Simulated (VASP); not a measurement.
# Te2Mo under changes of volume

One of the cells (136.165 Å³/atom); the others are scaled copies at fixed shape and fractional positions:

```
Te Mo
1.0
     6.40374    0.00000    0.00000
     0.00000    3.50345    0.00000
    -0.08631    0.00000   36.41547
Te Mo
4 2
Direct
  0.42925 0.75000 0.54070
  0.57075 0.25000 0.45930
  0.92085 0.25000 0.55653
  0.07915 0.75000 0.44347
  0.18135 0.25000 0.49747
  0.81865 0.75000 0.50253
```

```yaml
Program: VASP 6.6.1
Functional: PBEsol
Potentials_or_basis: VASP PAW PBE potentials, release 64 (Te, Mo_sv)
Cutoff: 520 eV
k_mesh: 4 × 8 × 1
Occupations: fermi-dirac, width 0.05 eV
Spin: no spin polarisation
```

| volume (Å³/atom) | energy over the lowest point (meV/atom) | largest force (eV/Å) |
| --- | --- | --- |
| 125.485 | ? | ? |
| 128.155 | 0.80 | 0.519 |
| 130.825 | 0.00 | 0.158 |
| 136.165 | 17.11 | 0.482 |
| 138.835 | 33.70 | 0.764 |
| 141.505 | 54.88 | 1.024 |

Problem. What does the run at 125.485 Å³/atom give?

Solution. Energy over the lowest point 8.85 meV/atom; largest force 0.912 eV/Å.

Worked out: A Birch-Murnaghan fit of order 3 (a polynomial in V^(-2/3)) to the other rows has its minimum at 129.79 Å³/atom with B0 = V·E''(V) = 19.7 GPa and B' = 4.6 at fixed shape and positions, which overstates the stiffness. It gives 8.86 meV/atom at 125.485 Å³/atom, against the run's 8.85.

Energies are extrapolated to zero smearing.

Caveats: the PAW data sets were made with another functional, which shifts forces and pressure a little.
